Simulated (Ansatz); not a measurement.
# Zr (bcc type): the cost of one run

Method: DFT, PBE, all-electron LAPW, scalar-relativistic, in Ansatz 0.2.0.

### Step 1. Starting point

Symmetry: Im-3m, No. 229, cubic system. The conventional cell has a = 3.578 Å, b = 3.578 Å, c = 3.578 Å, α = 90.00°, β = 90.00°, γ = 90.00°. Zr (site symmetry m-3m) has 8 Zr at 3.10 Å as nearest neighbours.

Structure file:

```
Zr
1.0
    -1.78892    1.78892    1.78892
     1.78892   -1.78892    1.78892
     3.57785    3.57785    0.00000
Zr
2
Direct
  0.00000 0.00000 0.00000
  0.50000 0.50000 0.50000
```

Atoms are numbered in the order of the input: Zr1, Zr2.

### Step 2. Bulk in the slab's orientation, LAPW

File input.yaml:

```yaml
crystal:
  lattice:
    - [-1.7889232124, 1.7889232124, 1.7889232124]
    - [1.7889232124, -1.7889232124, 1.7889232124]
    - [3.5778464248, 3.5778464248, 0.0]
  atoms:
    - { symbol: Zr, position: [0.0, 0.0, 0.0] }
    - { symbol: Zr, position: [0.5, 0.5, 0.5] }
kpoints:
  mp_grid: { grid: [12, 12, 7] }
scf:
  occupations: { method: fermi_dirac, width: 0.1 }
hamiltonian:
  xc: pbe
  pseudopotentials: { kind: all_electron, lapw: { basis_error: 0.001 } }
output:
  forces: true
  stress: true
  eigenvalues: true
```

On the command line:

```
> ansatz run input.yaml --threads 2 --pin off --max-ram 4096MiB --backend cpu --events-out ev --progress --plain --runs-dir out
```

Q: Estimate wall time and peak memory on 2 threads of Intel Xeon 6975P-C (Granite Rapids), shared host.

About 8.6 s, with a peak of 0.56 GiB.
